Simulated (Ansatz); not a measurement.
MgO built on the h-MgO prototype (r2SCAN geometry), in Ansatz:

```
CELL_PARAMETERS angstrom
3.48402 0.00000 0.00000
-1.74201 3.01725 0.00000
0.00000 0.00000 4.18532
ATOMIC_POSITIONS crystal
Mg 0.33333 0.66667 0.25000
Mg 0.66667 0.33333 0.75000
O 0.66667 0.33333 0.25000
O 0.33333 0.66667 0.75000
```

G0W0@r2SCAN with 165 empty bands, a screening cutoff of 140 eV and a 6×6×4 mesh (PAW, contour deformation) gives 5.947 eV over the mesh points, from an r2SCAN gap of 4.094 eV; it sums over 181 bands with 159 plane waves in the screening and a wave cutoff of 500 eV. No extrapolation in bands, cutoff or mesh was made for G0W0. Values at 0 K without nuclear motion; spin polarisation is off, and the phase may be a hypothetical one.

Problem. Estimate the gap with starting point LDA, with them a wave cutoff of 420 eV.

Solution. 5.604 eV (-0.343 eV), from a Kohn-Sham gap of 3.333 eV.

Problem. Estimate the gap with empty bands 304, screening cutoff 210 eV.

Solution. 6.112 eV (+0.165 eV), from a Kohn-Sham gap of 4.094 eV.

Problem. Estimate the gap with starting point HSE06, with them a wave cutoff of 420 eV.

Solution. 6.392 eV (+0.445 eV), from a Kohn-Sham gap of 5.046 eV.
